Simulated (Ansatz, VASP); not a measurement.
One calculation of GaP, two programs

```
Ga P
1.0
     0.00000    2.71926    2.70567
     2.71926    0.00000    2.70567
     2.71926    2.71926    0.00000
Ga P
1 1
Direct
  0.00000 0.00000 0.00000
  0.75000 0.75000 0.75000
```

Change from the starting cell: z stretched by -0.5 %, x and y held, PAW files.

Alike in both runs: task single point; functional PBEsol; k mesh 8 × 8 × 8; no spin polarisation.

|  | VASP | Ansatz |
| --- | --- | --- |
| version | VASP 6.6.1 | Ansatz 0.2.0 |
| potentials or method | VASP PAW PBE potentials, release 64 (Ga_d, P) | PAW with Ansatz's default frozen-core files, scalar-relativistic |
| plane-wave cutoff (eV) | 520 | 420 |
| occupations | gaussian, width 0.01 eV | fixed |
| valence electrons in the cell | 18 | 18 |

VASP gave:

```
gap on the k mesh at the Fermi level (eV)       : 1.45
pressure (GPa)                                  : 0.3
largest component of the traceless stress (GPa) : 0.25
```

Task: Which values does Ansatz return?

Result: gap on the k mesh at the Fermi level (eV): 1.45; pressure (GPa): 0.4; largest component of the traceless stress (GPa): 0.25.

Caveats: the PAW data sets were made with another functional, which shifts forces and pressure a little (VASP). A k mesh can miss the band edges.
